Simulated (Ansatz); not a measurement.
A film clamped to a substrate in TaSi2

Theory: DFT r2SCAN, scalar-relativistic, plane waves, PAW in Ansatz. The runs took a 500 eV cutoff, a Γ-centred 12×12×6 mesh and Gaussian smearing (0.15 eV). Spin–orbit coupling is left out, which matters for the heavy elements here. No spin polarisation. Energies are free energies at this smearing, counted from the undisturbed cell; pressure is positive in compression.

Zero of the scan (relaxed at this level; it needn't be the usual structure):

```
CELL_PARAMETERS angstrom
4.77997 0.00000 0.00000
-2.38998 4.13957 0.00000
0.00000 0.00000 6.55476
ATOMIC_POSITIONS crystal
Ta 0.50000 0.00000 0.00000
Ta 0.50000 0.50000 0.66667
Ta 0.00000 0.50000 0.33333
Si 0.15827 0.31655 0.00000
Si 0.84173 0.15827 0.66667
Si 0.68345 0.84173 0.33333
Si 0.84173 0.68345 0.00000
Si 0.15827 0.84173 0.66667
Si 0.31655 0.15827 0.33333
```

The cell (9 atoms, V0 = 129.70 Å³) is strained by p along both x and y and by q along z, fractional coordinates fixed. τp = (1/V0) ∂E/∂p = (σxx + σyy)(1 + p)(1 + q) and τq = (1/V0) ∂E/∂q = σzz(1 + p)², with tension positive.

| p | q | ΔE (meV/atom) | τp (GPa) | τq (GPa) |
| --- | --- | --- | --- | --- |
| 0.000 | 0.000 | 0.00 | 0.09 | -0.07 |
| -0.050 | 0.000 | 119.45 | -57.51 | -11.10 |
| 0.050 | 0.000 | 88.50 | 36.50 | 8.00 |
| 0.000 | -0.050 | 63.28 | -10.08 | -30.17 |
| 0.000 | 0.050 | 46.49 | 9.24 | 19.07 |

Problem. Get the second derivatives of the energy density.

Solution. Central differences give A = ∂τp/∂p = 940 GPa (C11 + C22 + 2 C12), C = ∂τq/∂q = 492 GPa (C33) and the cross term B = ∂τq/∂p = 191 GPa (C13 + C23); ∂τp/∂q = 193 GPa must equal B, and any difference shows higher-order terms. Steps this large leave an error of some per cent of A or C in all of these, which can swamp a small B. The ions are clamped.

Problem. A film of this crystal grows with z along the normal on a substrate that imposes p. How does its thickness respond, and what does the misfit cost?

Solution. Count p and q from the stress-free cell. A free surface needs τq = 0, so q = −(B/C) p = -0.39 p. The energy density left is (A − B²/C) p²/2 = M p², with the biaxial modulus M = 433 GPa; a misfit of 1 % costs 3.89 meV/atom, against 4.23 meV/atom if the thickness were held.

At p = -0.050 the energies along q are 235.8 (q = -0.050), 159.8 (q = -0.025), 119.4 (q = 0.000), 107.8 (q = 0.025), 119.9 (q = 0.050) meV/atom.

Problem. Does the linear rule hold at this misfit?

Solution. A parabola through the lowest point and its neighbours has its minimum at q = 0.025, 107.8 meV/atom. With the stress left in the starting cell, τp0 and τq0, linear elasticity gives q = −(τq0 + Bp)/C = 0.020 and E = V0(τp0 p + τq0 q + Ap²/2 + Bpq + Cq²/2)/N = 96.8 meV/atom. The energies differ by more than a tenth, so the quadratic law fails here: the gap holds the anharmonic part, with some error from the wide steps. Cubic terms also shift the vertex of so wide a parabola.

Forces appear on the atoms along this scan, and letting them relax would lower the energy and soften the response. In a metal these slopes depend on the k mesh and the smearing.

Biaxial compression is costlier than equal stretching, 119.45 against 88.50 meV/atom, and strain along z shows the same asymmetry. Shortening the Ta–Si and Si–Si contacts brings steeply rising Pauli repulsion, whereas stretching weakens the bonding more gradually. The quadratic law therefore underestimates the cost of the compressed film; for a film under tension it would probably err the other way, so the sign of the misfit matters as well as its size.

Freeing the thickness recovers only a modest part of the energy, because the coupling between the plane and the normal is weak compared with the stiffness along z. This suggests a sizeable directional, covalent part in the Ta d–Si p bonding, which resists changes of bond angle as well as of length, though elastic constants alone don't prove it. The larger value of A than of C doesn't make the basal plane stiffer than the normal, since A counts two strained axes and their coupling; biaxial strain alone can't separate C11 from C12.
